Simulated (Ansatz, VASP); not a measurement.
GaN: VASP beside Ansatz

```xyz
2
Lattice="0.0000 2.2490 2.2490 2.2490 0.0000 2.2490 2.2490 2.2490 0.0000" Properties=species:S:1:pos:R:3 pbc="T T T"
Ga    0.0000    0.0000    0.0000
N     1.1245    1.1245    1.1245
```

Alike in both runs: task single point; functional r2SCAN; k mesh 10 × 10 × 10; no spin polarisation.

```csv
,VASP,Ansatz
version,VASP 6.6.1,Ansatz 0.2.0
potentials or method,"VASP PAW PBE potentials, release 64 (Ga_d, N)","plane waves, PAW"
plane-wave cutoff (eV),520,500
occupations,"gaussian, width 0.01 eV",fixed
valence electrons in the cell,18,18
```

Ansatz gave:

| Property | Result |
| --- | --- |
| gap on the k mesh at the Fermi level (eV) | 2.17 |
| pressure (GPa) | 0.0 |

Task: Which values does VASP return?

Result: gap on the k mesh at the Fermi level (eV): 2.16; pressure (GPa): 1.1.

Caveats: the PAW data sets were made with another functional, which shifts forces and pressure a little (VASP). r2SCAN opens gaps a little over a GGA but as a rule still falls short of measured ones.
